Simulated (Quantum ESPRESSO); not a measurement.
Here is a Quantum ESPRESSO 7.5 calculation.

pw.in

```
&CONTROL
  calculation = 'scf'
  prefix = 'pwscf'
  outdir = './tmp'
  pseudo_dir = './pseudo'
  tprnfor = .true.
  tstress = .true.
  disk_io = 'low'
/
&SYSTEM
  ibrav = 0
  A = 5.118
  nat = 12
  ntyp = 2
  ecutwfc = 84
  nbnd = 62
  occupations = 'smearing'
  smearing = 'fd'
  degauss = 0.00367493
/
&ELECTRONS
  conv_thr = 2.4d-09
  electron_maxstep = 120
  mixing_beta = 0.5
/
ATOMIC_SPECIES
Hf   178.4900 Hf.upf
O     15.9990 O.upf
CELL_PARAMETERS alat
   1.0000000000    0.0000000000    0.0000000000
   0.0000000000    1.0132278234    0.0000000000
  -0.1677731653    0.0000000000    1.0187313678
ATOMIC_POSITIONS alat
Hf     0.1567165990    0.4663887671    0.7212618084
Hf     0.5916236531    0.9730026788    0.8068352433
Hf     0.6755102357    0.5468390563    0.2974695594
Hf     0.2406031816    0.0402251446    0.2118961245
O     -0.0678535390    0.1706275655    0.8625598491
O      0.8161937911    0.6772414771    0.6655372026
O      0.9000803738    0.8426002579    0.1561715187
O      0.0160330436    0.3359863462    0.3531941652
O      0.2842655207    0.7517137222    0.9984586136
O      0.4640747314    0.2450998105    0.5296384381
O      0.5479613140    0.2615141012    0.0202727542
O      0.3681521034    0.7681280129    0.4890929297
K_POINTS automatic
5 5 5 0 0 0
```

File bands.in:

```
&CONTROL
  calculation = 'bands'
  prefix = 'pwscf'
  outdir = './tmp'
  pseudo_dir = './pseudo'
  disk_io = 'low'
  verbosity = 'high'
/
&SYSTEM
  ibrav = 0
  A = 5.118
  nat = 12
  ntyp = 2
  ecutwfc = 84
  nbnd = 62
  occupations = 'smearing'
  smearing = 'fd'
  degauss = 0.00367493
/
&ELECTRONS
  conv_thr = 1d-08
  electron_maxstep = 120
  mixing_beta = 0.5
  diago_full_acc = .true.
/
ATOMIC_SPECIES
Hf   178.4900 Hf.upf
O     15.9990 O.upf
CELL_PARAMETERS alat
   1.0000000000    0.0000000000    0.0000000000
   0.0000000000    1.0132278234    0.0000000000
  -0.1677731653    0.0000000000    1.0187313678
ATOMIC_POSITIONS alat
Hf     0.1567165990    0.4663887671    0.7212618084
Hf     0.5916236531    0.9730026788    0.8068352433
Hf     0.6755102357    0.5468390563    0.2974695594
Hf     0.2406031816    0.0402251446    0.2118961245
O     -0.0678535390    0.1706275655    0.8625598491
O      0.8161937911    0.6772414771    0.6655372026
O      0.9000803738    0.8426002579    0.1561715187
O      0.0160330436    0.3359863462    0.3531941652
O      0.2842655207    0.7517137222    0.9984586136
O      0.4640747314    0.2450998105    0.5296384381
O      0.5479613140    0.2615141012    0.0202727542
O      0.3681521034    0.7681280129    0.4890929297
K_POINTS crystal
60
 0.0000000000  0.0000000000  0.0000000000 1
 0.0000000000  0.0000000000  0.0833333333 1
 0.0000000000  0.0000000000  0.1666666667 1
 0.0000000000  0.0000000000  0.2500000000 1
 0.0000000000  0.0000000000  0.3333333333 1
 0.0000000000  0.0000000000  0.4166666667 1
 0.0000000000  0.0000000000  0.5000000000 1
-0.0865462035  0.0000000000  0.5145201305 1
-0.1730924069  0.0000000000  0.5290402610 1
-0.2596386104  0.0000000000  0.5435603915 1
-0.3461848138  0.0000000000  0.5580805220 1
-0.4327310173  0.0000000000  0.5726006525 1
-0.5000000000  0.0000000000  0.5000000000 1
-0.5000000000  0.0833333333  0.5000000000 1
-0.5000000000  0.1666666667  0.5000000000 1
-0.5000000000  0.2500000000  0.5000000000 1
-0.5000000000  0.3333333333  0.5000000000 1
-0.5000000000  0.4166666667  0.5000000000 1
-0.5000000000  0.5000000000  0.5000000000 1
-0.5672689827  0.5000000000  0.4273993475 1
-0.5538151862  0.5000000000  0.3419194780 1
-0.5403613896  0.5000000000  0.2564396085 1
-0.5269075931  0.5000000000  0.1709597390 1
-0.5134537965  0.5000000000  0.0854798695 1
-0.5000000000  0.5000000000  0.0000000000 1
-0.5000000000  0.4285714286  0.0000000000 1
-0.5000000000  0.3571428571  0.0000000000 1
-0.5000000000  0.2857142857  0.0000000000 1
-0.5000000000  0.2142857143  0.0000000000 1
-0.5000000000  0.1428571429  0.0000000000 1
-0.5000000000  0.0714285714  0.0000000000 1
-0.5000000000  0.0000000000  0.0000000000 1
-0.5112114971  0.0000000000  0.0712332246 1
-0.5224229942  0.0000000000  0.1424664492 1
-0.5336344914  0.0000000000  0.2136996738 1
-0.5448459885  0.0000000000  0.2849328984 1
-0.5560574856  0.0000000000  0.3561661229 1
-0.5672689827  0.0000000000  0.4273993475 1
-0.4327310173  0.5000000000  0.5726006525 1
-0.3606091810  0.5000000000  0.5605005437 1
-0.2884873448  0.5000000000  0.5484004350 1
-0.2163655086  0.5000000000  0.5363003262 1
-0.1442436724  0.5000000000  0.5242002175 1
-0.0721218362  0.5000000000  0.5121001087 1
 0.0000000000  0.5000000000  0.5000000000 1
 0.0000000000  0.5000000000  0.4285714286 1
 0.0000000000  0.5000000000  0.3571428571 1
 0.0000000000  0.5000000000  0.2857142857 1
 0.0000000000  0.5000000000  0.2142857143 1
 0.0000000000  0.5000000000  0.1428571429 1
 0.0000000000  0.5000000000  0.0714285714 1
 0.0000000000  0.5000000000  0.0000000000 1
 0.0000000000  0.0000000000  0.5000000000 1
 0.0000000000  0.0714285714  0.5000000000 1
 0.0000000000  0.1428571429  0.5000000000 1
 0.0000000000  0.2142857143  0.5000000000 1
 0.0000000000  0.2857142857  0.5000000000 1
 0.0000000000  0.3571428571  0.5000000000 1
 0.0000000000  0.4285714286  0.5000000000 1
 0.0000000000  0.5000000000  0.5000000000 1
```

Potentials or basis: PseudoDojo 0.5 SR PBE standard.

The run is started by

```sh
$ OMP_NUM_THREADS=1 pw.x -in pw.in > pw.out
$ OMP_NUM_THREADS=1 pw.x -in bands.in > bands.out
```

Task: Estimate the band gap on the k mesh.

Result: 4.21 eV, indirect (least direct gap 4.28 eV).

Task: Estimate the band gap along the path.

Result: 4.16 eV, indirect (least direct gap 4.24 eV).

Task: Estimate the largest force.

Result: 0.451 eV/Å.

Forces in eV/Å, atoms in the order of the input:
```
Hf   0.107 -0.020  0.054
Hf  -0.107 -0.020 -0.054
Hf  -0.107  0.020 -0.054
Hf   0.107  0.020  0.054
O   -0.396 -0.173 -0.131
O    0.396 -0.173  0.131
O    0.396  0.173  0.131
O   -0.396  0.173 -0.131
O   -0.120  0.025 -0.088
O    0.120  0.025  0.088
O    0.120 -0.025  0.088
O   -0.120 -0.025 -0.088
```

Caveat: some levels on the path didn't converge; spin-orbit coupling is left out, which moves the levels of the heavy elements.

**Measured values to compare with.**

“Temperature dependence of self-trapped exciton luminescence in nanostructured hafnia powder”, 2021, arxiv:2112.02602 quotes, for a bulk crystal of HfO2: band gap 5.54 eV (indirect).

Against the measured gap of HfO2, 5.54 eV (indirect; quoted in “Temperature dependence of self-trapped exciton luminescence in nanostructured hafnia powder”, 2021, arxiv:2112.02602), the calculated 4.16 eV is off by -1.38 eV. Spin-orbit coupling on Hf is left out. The value is that of PBE, without temperature or zero-point motion. Semilocal functionals fall short of measured gaps as a rule.
